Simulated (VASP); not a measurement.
CoO:

```
Co O
1.0
     2.82845    0.00000    0.00000
    -1.41423    2.44951    0.00000
     0.00000    0.00000    2.72172
Co O
1 1
Direct
  0.00000 0.00000 0.50000
  0.66667 0.33333 0.00000
```

The cell was built by a generator and needn't be a form met in nature.

```yaml
Program: VASP 6.6.1
Task: relaxation of cell and atoms
Functional: PBE
Dispersion: D3
Potentials_or_basis: VASP PAW PBE potentials, release 64 (Co, O)
Cutoff: 600 eV
k_mesh: 8 × 8 × 7
Occupations: fermi-dirac, width 0.05 eV
Spin: collinear spin, ferromagnetic start
Starting_moments: "[2.0, 0.0] μB"
```

At the start: pressure -3.8 GPa; volume 9.43 Å³/atom.

Task: Where does the relaxation end?

Result: Over 12 steps the energy falls by 2.1 meV/atom and the volume is 9.25 Å³/atom (-1.9 %); space group P-6m2 (No. 187, to 0.05 Å); moment 3.00 μB per cell.

Step by step:
```tsv
step	energy change (eV)	largest force (eV/Å)	pressure (GPa)	volume (Å³)
1	0.0000	0.0000	-3.79	18.86
2	-0.0020	0.0000	2.92	18.25
3	-0.0042	0.0000	-0.11	18.51
4	-0.0042	0.0000	0.13	18.50
5	-0.0043	0.0000	-0.21	18.52
6	-0.0043	0.0000	-0.13	18.52
7	-0.0042	0.0000	-0.11	18.52
8	-0.0042	0.0000	-0.45	18.53
9	-0.0042	0.0000	-0.30	18.53
10	-0.0042	0.0000	-0.29	18.53
11	-0.0043	0.0000	0.16	18.48
12	-0.0043	0.0000	-0.04	18.49
```

Final structure:
```
Co O
1.0
     2.80946    0.00000    0.00000
    -1.40474    2.43307    0.00000
     0.00000    0.00000    2.70545
Co O
1 1
Direct
  0.00000 0.00000 0.50000
  0.66667 0.33333 0.00000
```

Caveat: a cell with one magnetic atom can't hold antiferromagnetic order, which such compounds often take; pairwise dispersion overbinds metals, which lowers pressure and volume.
